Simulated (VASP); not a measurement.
# AlNi (Amm2) in VASP: further runs

The runs below take AlNi through single point, with PBEsol.

Program: VASP 6.6.1. These are calculated values, not measurements. Logs are shortened: lines on timing, memory, paths and dates and some standing lists are left out, and cuts for length are marked.

## (1) The cell of the first run

Symmetry: Amm2, No. 38, orthorhombic system. Conventional cell: a = 3.099 Å, b = 3.906 Å, c = 3.877 Å, α = 90.00°, β = 90.00°, γ = 90.00°. Al (site symmetry mm2) is surrounded by 8 Ni at 2.44 to 2.52 Å and 4 Al at 2.75 Å. Ni (site symmetry mm2) is surrounded by 8 Al at 2.44 to 2.52 Å and 4 Ni at 2.75 Å.

The cell comes from a database or a generator and needn't be the stable form of this composition.

## (2) Single point, PBEsol (all Ni atoms moved -0.050 Å, as atom 2 along Cartesian [1 0 0])

Input file INCAR:

```
PREC = Accurate
ENCUT = 520
EDIFF = 1E-6
ISMEAR = 0
SIGMA = 0.15
LREAL = F
LASPH = T
NELM = 100
ALGO = Fast
ISIF = 2
LWAVE = F
LCHARG = F
GGA = PS
NBANDS = 14
```

Input file KPOINTS:

```
Automatic mesh
0
Gamma
  18 18 16
```

Input file POSCAR:

```
AlNi
1.0
    1.9386940000     -1.9531901500      0.0000000000
    1.9386940000      1.9531901500      0.0000000000
    0.0000000000      0.0000000000      3.0994300413
Al Ni
1 1
Direct
    0.0000000000      0.0000000000      0.0000000000
    0.4871047210      0.4871047210      0.5000000000
```

Potentials or basis: VASP PAW PBE potentials, release 64 (Al, Ni).

On the command line:

```
> cat potpaw_PBE.64/Al/POTCAR potpaw_PBE.64/Ni/POTCAR > POTCAR
> mpirun -np 1 vasp_std > vasp.out
```

OUTCAR:

```text
PREC = Accurate
   ENCUT = 520
   EDIFF = 1E-6
   ISMEAR = 0
   LREAL = F
   LASPH = T
   NELM = 100
   ISIF = 2
   GGA = PS

 ion  position               nearest neighbor table
   1  0.000  0.000  0.000-   2 2.44   2 2.44   2 2.49   2 2.49   2 2.49   2 2.49   2 2.52   2 2.52

   2  0.487  0.487  0.500-   1 2.44   1 2.44   1 2.49   1 2.49   1 2.49   1 2.49   1 2.52   1 2.52

  LATTYP: Found a base centered orthorhombic cell.
 ALAT       =     3.8773880000
 B/A-ratio  =     1.0074772759
 C/A-ratio  =     0.7993603017

  Lattice vectors:

 A1 = (   1.9386940000,  -1.9531901500,   0.0000000000)
 A2 = (   1.9386940000,   1.9531901500,   0.0000000000)
 A3 = (   0.0000000000,   0.0000000000,   3.0994300413)

Analysis of symmetry for initial positions (statically):
=====================================================================
 Subroutine PRICEL returns:
 Original cell was already a primitive cell.

 Routine SETGRP: Setting up the symmetry group for a
 base centered orthorhombic supercell.

 Subroutine GETGRP returns: Found  4 space group operations
 (whereof  4 operations were pure point group operations)
 out of a pool of  8 trial point group operations.

The static configuration has the point symmetry C_2v.

Analysis of symmetry for dynamics (positions and initial velocities):
=====================================================================
 Subroutine PRICEL returns:
 Original cell was already a primitive cell.

 Routine SETGRP: Setting up the symmetry group for a
 base centered orthorhombic supercell.

 Subroutine GETGRP returns: Found  4 space group operations
 (whereof  4 operations were pure point group operations)
 out of a pool of  8 trial point group operations.

The dynamic configuration has the point symmetry C_2v.

 Subroutine INISYM returns: Found  4 space group operations
 (whereof  4 operations are pure point group operations),
 and found     1 'primitive' translations

----------------------------------------------------------------------------------------

                                     Primitive cell

  volume of cell :      23.4728

  direct lattice vectors                    reciprocal lattice vectors
     1.938694000 -1.953190150  0.000000000     0.257905580 -0.255991461  0.000000000
     1.938694000  1.953190150  0.000000000     0.257905580  0.255991461  0.000000000
     0.000000000  0.000000000  3.099430041     0.000000000  0.000000000  0.322639965

  length of vectors
     2.751996764  2.751996764  3.099430041     0.363382603  0.363382603  0.322639965

  position of ions in fractional coordinates (direct lattice)
     0.000000000  0.000000000  0.000000000
     0.487104721  0.487104721  0.500000000

  ion indices of the primitive-cell ions
   primitive index   ion index
                 1           1
                 2           2

----------------------------------------------------------------------------------------

 KPOINTS: Automatic mesh

Automatic generation of k-mesh.
 Grid dimensions read from file:
 generate k-points for:   18   18   16

 Generating k-lattice:

  Cartesian coordinates                     Fractional coordinates (reciprocal lattice)
     0.014328088 -0.014221748  0.000000000     0.055555556  0.000000000  0.000000000
     0.014328088  0.014221748  0.000000000     0.000000000  0.055555556  0.000000000
     0.000000000  0.000000000  0.020164998     0.000000000  0.000000000  0.062500000

  Length of vectors
     0.020187922  0.020187922  0.020164998

  Shift w.r.t. Gamma in fractional coordinates (k-lattice)
     0.000000000  0.000000000  0.000000000

 Subroutine IBZKPT returns following result:
 ===========================================

 Found    819 irreducible k-points:

 Following reciprocal coordinates:
            Coordinates               Weight
  0.000000  0.000000  0.000000      1.000000
  0.055556  0.000000  0.000000      4.000000
  0.111111  0.000000  0.000000      4.000000
  0.166667  0.000000  0.000000      4.000000
  0.222222 -0.000000  0.000000      4.000000
  0.277778  0.000000  0.000000      4.000000
[... 16 lines left out ...]
 -0.277778  0.055556  0.000000      4.000000
 -0.222222  0.055556  0.000000      4.000000
 [... further k-points ...]
   k-points           NKPTS =    819   k-points in BZ     NKDIM =    819   number of bands    NBANDS=     14
   number of dos      NEDOS =    301   number of ions     NIONS =      2
   total plane-waves  NPLWV =   9600
   dimension x,y,z NGX =    20 NGY =   20 NGZ =   24
   dimension x,y,z NGXF=    40 NGYF=   40 NGZF=   48
   ions per type =               1   1
   NGX,Y,Z   is equivalent  to a cutoff of  12.08, 12.08, 12.87 a.u.
   NGXF,Y,Z  is equivalent  to a cutoff of  24.16, 24.16, 25.75 a.u.
 SYSTEM =  unknown system
   PREC   = accura    normal or accurate (medium, high low for compatibility)
   ISTART =      0    job   : 0-new  1-cont  2-samecut
   ICHARG =      2    charge: 1-file 2-atom 10-const
   ISPIN  =      1    spin polarized calculation?
   LNONCOLLINEAR =      F non collinear calculations
   LSORBIT =      F    spin-orbit coupling
   LASPH  =      T    aspherical Exc in radial PAW
   ENCUT  =  520.0 eV  38.22 Ry    6.18 a.u.   5.12  5.12  5.76*2*pi/ulx,y,z
   NELM   =    100;   NELMIN=  2; NELMDL= -5     # of ELM steps
   EDIFF  = 0.1E-05   stopping-criterion for ELM
   LREAL  =      F    real-space projection
   EDIFFG = 0.1E-04   stopping-criterion for IOM
   NSW    =      0    number of steps for IOM
   IBRION =     -1    ionic relax: 0-MD 1-quasi-New 2-CG
   NFREE  =      0    steps in history (QN), initial steepest desc. (CG)
   ISIF   =      2    stress and relaxation
   ISYM   =      2    0-nonsym 1-usesym 2-fastsym
   POTIM  = 0.5000    time-step for ionic-motion
   TEBEG  =    0.0;   TEEND  =   0.0 temperature during run
   PSTRESS=    0.0 pullay stress
   NELECT =      13.0000    total number of electrons
   NUPDOWN=      -1.0000    fix difference up-down
   EMIN   =  10.00;   EMAX   =-10.00  energy-range for DOS
   EFERMI =   0.00;   METHOD = LEGACY
   ISMEAR =     0;   SIGMA  =   0.15  broadening in eV -4-tet -1-fermi 0-gaus
   EFERMI_NEDOS =   21; number of points for ismear=-14 and -15
   IALGO  =     68    algorithm
   IMIX   =      4    mixing-type and parameters
     AMIX     =   0.40;   BMIX     =  1.00
     AMIX_MAG =   1.60;   BMIX_MAG =  1.00
  volume/ion in A,a.u.               =      11.74        79.20
  Fermi-wavevector in a.u.,A,eV,Ry     =   1.344417  2.540580 24.591955  1.807458
  Thomas-Fermi vector in A             =   2.472413
   LORBIT       =      0    0 simple, 1 ext, 2 COOP (PROOUT), +10 PAW based schemes
   GGA     = PS    functional components
   LHFCALC =     F    Hartree Fock is set to
   AEXX    =    0.0000 exact exchange contribution
   IVDW    =     0    specifies the selected vdW correction
   LEPSILON=     F    determine dielectric tensor
   LRPA    =     F    only Hartree local field effects (RPA)
 non-spin polarized calculation
 RMM-DIIS sequential band-by-band and
 Gauss-broadening in eV      SIGMA  =   0.15
  energy-cutoff  :      520.00
  volume of cell :       23.47
 maximum number of plane-waves:       646
   NGX = 11   NGY = 11   NGZ = 11

 number of electron      12.9999999 magnetization

 Free energy of the ion-electron system (eV)
  ---------------------------------------------------
  ext. energy  EPLUGINS =         0.00000000
  ---------------------------------------------------
  free energy    TOTEN  =       -11.54013226 eV

  energy without entropy =      -11.53029826  energy(sigma->0) =      -11.53521526

 E-fermi :  10.1481     XC(G=0): -12.2561

 val. band max:       10.1474389069   @ k =  -0.3889   0.2222   0.0000
 cond. band min:      10.1483373157   @ k =   0.3889   0.1111   0.2500
 fundamental gap:      0.0008984088
 Fermi energy:        10.1480808694

 k-point     1 :       0.0000    0.0000    0.0000
  band No.  band energies     occupation
      1      -1.1361      2.00000
      2       6.7116      2.00000
      3       6.8546      2.00000
      4       8.4760      2.00000
      5       8.4991      2.00000
      6       8.7918      2.00000
      7      13.0826      0.00000
      8      17.1402      0.00000
      9      17.2194      0.00000
     10      17.3781      0.00000
     11      18.8217      0.00000
     12      24.7436      0.00000
     13      30.5267      0.00000
     14      30.5534      0.00000

 k-point     2 :       0.0556    0.0000    0.0000
  band No.  band energies     occupation
      1      -1.0739      2.00000
      2       6.7286      2.00000
      3       6.8609      2.00000
      4       8.4386      2.00000
      5       8.4939      2.00000
      6       8.7669      2.00000
      7      13.1803      0.00000
      8      16.2476      0.00000
      9      17.2457      0.00000
     10      17.4783      0.00000
     11      19.5260      0.00000
     12      25.0336      0.00000
     13      29.5692      0.00000
     14      30.5569      0.00000

 k-point     3 :       0.1111    0.0000    0.0000
  band No.  band energies     occupation
      1      -0.8877      2.00000
      2       6.7743      2.00000
      3       6.8756      2.00000
      4       8.3146      2.00000
      5       8.5027      2.00000
      6       8.6965      2.00000
      7      13.4606      0.00000
      8      14.8441      0.00000
      9      17.4072      0.00000
     10      17.5884      0.00000
     11      20.4702      0.00000
     12      25.9036      0.00000
     13      28.0401      0.00000
     14      30.8058      0.00000

 k-point     4 :       0.1667    0.0000    0.0000
  band No.  band energies     occupation
      1      -0.5794      2.00000
      2       6.8110      2.00000
      3       6.9045      2.00000
      4       8.1396      2.00000
      5       8.5185      2.00000
      6       8.5922      2.00000
      7      13.4430      0.00000
      8      13.8949      0.00000
      9      17.5287      0.00000
     10      17.8938      0.00000
     11      21.2009      0.00000
     12      26.4995      0.00000
     13      27.2688      0.00000
     14      29.4506      0.00000

 k-point     5 :       0.2222   -0.0000    0.0000
  band No.  band energies     occupation
      1      -0.1523      2.00000
      2       6.7417      2.00000
      3       6.9845      2.00000
      4       7.9468      2.00000
      5       8.4698      2.00000
      6       8.5384      2.00000
      7      12.1720      0.00000
      8      14.4530      0.00000
      9      17.6294      0.00000
     10      18.3653      0.00000
     11      21.7708      0.00000
[... 276 lines left out ...]
 k-point    22 :      -0.3333    0.0556    0.0000
  band No.  band energies     occupation
      1       1.0906      2.00000
      2       6.0584      2.00000
      3       7.1983      2.00000
      4       7.6116      2.00000
      5       8.2112      2.00000
      6       8.5451      2.00000
      7      10.4423      0.00554
      8      15.9257      0.00000
      9      17.6733      0.00000
     10      19.2739      0.00000
     11      22.3788      0.00000
     12      23.1999      0.00000
     13      24.9739      0.00000
     14      26.1318      0.00000

 k-point    23 :      -0.2778    0.0556    0.0000
  band No.  band energies     occupation
      1       0.4439      2.00000
      2       6.5307      2.00000
      3       7.0989      2.00000
      4       7.7697      2.00000
      5       8.3152      2.00000
      6       8.5237      2.00000
      7      11.1774      0.00000
      8      15.1893      0.00000
      9      17.4270      0.00000
     10      18.7184      0.00000
     11      22.8650      0.00000
     12      23.6818      0.00000
     13      26.0463      0.00000
     14      27.0933      0.00000

 k-point    24 :      -0.2222    0.0556    0.0000
  band No.  band energies     occupation
      1      -0.0955      2.00000
      2       6.7635      2.00000
      3       6.9980      2.00000
      4       7.9533      2.00000
      5       8.4355      2.00000
      6       8.5009      2.00000
      7      12.2229      0.00000
      8      14.5350      0.00000
      9      17.1373      0.00000
     10      18.3097      0.00000
     11      22.3972      0.00000
     12      25.0764      0.00000
     13      27.2417      0.00000
     14      28.2708      0.00000

 [... further k-points ...]
[... 5 lines left out ...]
  --------------------------------------------------------------------------------------
  -------------------------------------------------------------------------------------
  Total        0.5917235      0.3125594     -0.4884601      0.0000000      0.0000000      0.0000000
  in kB       40.3890595     21.3342539    -33.3406481      0.0000000      0.0000000      0.0000000
  external PRESSURE =       9.4608884 kB  Pullay stress =       0.0000000 kB

 VOLUME and BASIS-vectors are now :
 -----------------------------------------------------------------------------
  energy-cutoff  :      520.00
  volume of cell :       23.47
      direct lattice vectors                 reciprocal lattice vectors
     1.938694000 -1.953190150  0.000000000     0.257905580 -0.255991461  0.000000000
     1.938694000  1.953190150  0.000000000     0.257905580  0.255991461  0.000000000
     0.000000000  0.000000000  3.099430041     0.000000000  0.000000000  0.322639965

 POSITION                                       TOTAL-FORCE (eV/Angst)
 -----------------------------------------------------------------------------------
      0.00000      0.00000      0.00000        -0.299226      0.000000      0.000000
      1.88869      0.00000      1.54972         0.299226      0.000000      0.000000
 -----------------------------------------------------------------------------------
    total drift:                                0.000188      0.000000      0.000003

  FREE ENERGIE OF THE ION-ELECTRON SYSTEM (eV)
  ---------------------------------------------------
  free  energy   TOTEN  =       -11.5401322633 eV

  energy  without entropy=      -11.5302982593  energy(sigma->0) =      -11.53521526
```

Wall time 99 s (1 thread of Intel Xeon 6975P-C (Granite Rapids), shared host); peak memory 0.36 GiB.

What came out:

```
Free energy            : -11.5401 eV
Pressure               : 0.9 GPa
Largest force          : 0.299 eV/Å
Band gap on the k mesh : none (metal or under the smearing width)
```

Forces in eV/Å, atoms in the order of the input:
```
Al  -0.299  0.000  0.000
Ni   0.299  0.000  0.000
```

Caveat: the PAW data sets were made with another functional, which shifts forces and pressure a little. Spin polarisation is off, so any magnetic state and its effect on volume and gap are missing.

## (3) Single point, PBEsol (all Ni atoms moved -0.100 Å, as atom 2 along Cartesian [1 0 0])

Input file INCAR:

```
PREC = Accurate ; ENCUT = 520
EDIFF = 1E-7 ; ISMEAR = 0
SIGMA = 0.15 ; LREAL = False
LASPH = True ; NELM = 100
ALGO = Fast ; ISIF = 2
LWAVE = False ; LCHARG = True
GGA = PS ; LELF = True
LVHAR = True ; NBANDS = 14
```

KPOINTS is that of step 2.

Changes to POSCAR since step 2:

```diff
@@ -9,2 +9,2 @@
     0.0000000000      0.0000000000      0.0000000000
-    0.4871047210      0.4871047210      0.5000000000
+    0.4742094420      0.4742094420      0.5000000000
```

Potentials or basis: VASP PAW PBE potentials, release 64 (Al, Ni).

On the command line:

```
> cat potpaw_PBE.64/Al/POTCAR potpaw_PBE.64/Ni/POTCAR > POTCAR
> mpirun -np 1 vasp_std > vasp.out
```

It took 1.8 min on 1 thread of Intel Xeon 6975P-C (Granite Rapids), shared host; peak memory 0.36 GiB.

Results (log left out):

```
Free energy            : -11.5176 eV
Pressure               : 1.0 GPa
Largest force          : 0.604 eV/Å
Band gap on the k mesh : none (metal or under the smearing width)
```

Forces in eV/Å, atoms in the order of the input:
```
Al  -0.604  0.000  0.000
Ni   0.604  0.000  0.000
```

Stress tensor (GPa, compression positive):
```
 4.40  0.00  0.00
 0.00  1.63  0.00
 0.00  0.00 -3.00
```

Levels at points of the mesh, in eV from the Fermi level:
| k point | band 4 | band 5 | band 6 | band 7 | band 8 | band 9 | band 10 | band 11 |
| --- | --- | --- | --- | --- | --- | --- | --- | --- |
| (0.00, 0.00, 0.00) | -1.68 | -1.65 | -1.36 | 2.94 | 6.92 | 7.05 | 7.33 | 8.71 |
| (0.50, 0.00, 0.00) | -2.77 | -2.08 | -1.54 | -0.36 | 7.76 | 7.95 | 9.41 | 11.63 |
| (0.50, 0.50, 0.00) | -2.46 | -2.43 | -2.27 | -0.86 | 2.21 | 3.29 | 10.81 | 13.51 |
| (0.00, 0.00, 0.50) | -2.11 | -2.09 | -1.32 | -1.26 | 8.44 | 11.20 | 11.25 | 11.47 |
| (0.50, 0.00, 0.50) | -2.85 | -1.99 | -1.91 | -1.24 | 1.29 | 2.19 | 13.64 | 15.46 |
| (0.50, 0.50, 0.50) | -1.20 | -0.85 | 1.81 | 2.07 | 2.18 | 3.71 | 4.08 | 4.46 |

Caveat: the PAW data sets were made with another functional, which shifts forces and pressure a little.

## (4) Single point, PBEsol (all Ni atoms moved +0.075 Å, as atom 2 along Cartesian [1 0 0])

Input file INCAR:

```
SYSTEM = AlNi
ALGO     = Fast           ! electronic algorithm
EDIFF    = 1E-6           ! SCF threshold, eV
ENCUT    = 520            ! plane-wave cutoff, eV
GGA      = PS             ! functional
ISIF     = 2              ! what is computed and relaxed
ISMEAR   = 0              ! smearing method
LASPH    = .TRUE.         ! aspherical terms in the spheres
LCHARG   = .FALSE.        ! write CHGCAR
LREAL    = .FALSE.        ! projectors in reciprocal space
LWAVE    = .FALSE.        ! write WAVECAR
NBANDS   = 14             ! bands
NELM     = 100            ! most SCF steps
PREC     = Accurate       ! precision mode
SIGMA    = 0.15           ! smearing width, eV
```

Input file KPOINTS:

```
k-points
0
G
  18 18 16
  0 0 0
```

Changes to POSCAR since step 3:

```diff
@@ -9,2 +9,2 @@
     0.0000000000      0.0000000000      0.0000000000
-    0.4742094420      0.4742094420      0.5000000000
+    0.5193429185      0.5193429185      0.5000000000
```

On the command line:

```
> cat potpaw_PBE.64/Al/POTCAR potpaw_PBE.64/Ni/POTCAR > POTCAR
> mpirun -np 1 vasp_std > vasp.out
```

Run time: 1.8 min. Hardware: 1 thread of Intel Xeon 6975P-C (Granite Rapids), shared host; peak memory 0.36 GiB.

It converged, with:

- Free energy: -11.5308 eV
- Pressure: 1.0 GPa
- Largest force: 0.450 eV/Å
- Band gap on the k mesh: none (metal or under the smearing width)

Forces on the atoms (eV/Å):
```
Al   0.450  0.000  0.000
Ni  -0.450  0.000  0.000
```

Stress tensor (GPa, compression positive):
```
 4.24  0.00  0.00
 0.00  1.97  0.00
 0.00  0.00 -3.15
```

Levels at points of the mesh, in eV from the Fermi level:
```tsv
k point	band 3	band 4	band 5	band 6	band 7	band 8	band 9	band 10	band 11	band 12
(0.00, 0.00, 0.00)	-3.29	-1.68	-1.65	-1.36	2.94	6.96	7.06	7.28	8.69	14.57
(0.50, 0.00, 0.00)	-2.82	-2.77	-2.08	-1.54	-0.36	7.77	7.94	9.40	11.63	12.70
(0.50, 0.50, 0.00)	-2.46	-2.45	-2.43	-2.29	-0.86	2.21	3.29	10.81	13.51	13.66
(0.00, 0.00, 0.50)	-2.98	-2.11	-2.08	-1.32	-1.26	8.43	11.19	11.24	11.49	11.51
(0.50, 0.00, 0.50)	-3.45	-2.86	-2.00	-1.91	-1.23	1.29	2.20	13.63	15.51	16.08
(0.50, 0.50, 0.50)	-4.14	-1.20	-0.84	1.82	2.07	2.18	3.79	4.08	4.36	5.40
```

Caveat: the PAW data sets were made with another functional, which shifts forces and pressure a little. Spin polarisation is off, so any magnetic state and its effect on volume and gap are missing.

## (5) Summary

| cell | further INCAR settings | gap on the mesh (eV) | pressure (GPa) | largest force (eV/Å) |
| --- | --- | --- | --- | --- |
| all Ni atoms moved -0.050 Å, as atom 2 along Cartesian [1 0 0] | ALGO = Fast; EDIFF = 1e-06; NBANDS = 14 | none | 0.9 | 0.30 |
| all Ni atoms moved -0.100 Å, as atom 2 along Cartesian [1 0 0] | ALGO = Fast; EDIFF = 1e-07; NBANDS = 14 | none | 1.0 | 0.60 |
| all Ni atoms moved +0.075 Å, as atom 2 along Cartesian [1 0 0] | ALGO = Fast; EDIFF = 1e-06; NBANDS = 14 | none | 1.0 | 0.45 |

Alike in all rows: task single point; level PBEsol; potentials or basis VASP PAW PBE potentials, release 64 (Al, Ni); no spin polarisation; k mesh 18 × 18 × 16; cutoff (eV) 520; smearing gaussian 0.15 eV.

Caveats: the PAW data sets were made with another functional, which shifts forces and pressure a little.

Absolute energies hang on the potentials; compare differences alone.
